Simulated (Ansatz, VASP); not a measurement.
**One calculation of AlN, two programs**

```xyz
4
Lattice="3.1130 0.0000 0.0000 -1.5565 2.6959 0.0000 0.0000 0.0000 4.9810" Properties=species:S:1:pos:R:3 pbc="T T T"
Al    0.0000    1.7973    0.0000
Al    1.5565    0.8986    2.4905
N     0.0000    1.7973    1.8928
N     1.5565    0.8986    4.3833
```

Alike in both runs: task relaxation of cell and atoms; functional r2SCAN; k mesh 9 × 9 × 6; occupations gaussian, width 0.02 eV; no spin polarisation.

|  | VASP | Ansatz |
| --- | --- | --- |
| version | VASP 6.6.1 | Ansatz 0.2.0 |
| potentials or method | VASP PAW PBE potentials, release 64 (Al, N) | scalar-relativistic, plane waves, PAW |
| plane-wave cutoff (eV) | 600 | 500 |
| valence electrons in the cell | 16 | 16 |

|  | VASP | Ansatz | Ansatz less VASP |
| --- | --- | --- | --- |
| gap on the k mesh at the Fermi level, each at its own relaxed structure (eV) | 4.93 | 4.88 | -0.055 |
| relaxed volume (Å³/atom) | 10.39 | 10.40 | +0.017 |
| relaxed cell length with the largest relative difference (Å) | 4.975 | 4.978 | +0.0030 |

Caveats: the PAW data sets were made with another functional, which shifts forces and pressure a little (VASP); an odd mesh through Γ misses points on the zone boundary, where band edges often lie. r2SCAN opens gaps a little over a GGA but as a rule still falls short of measured ones.
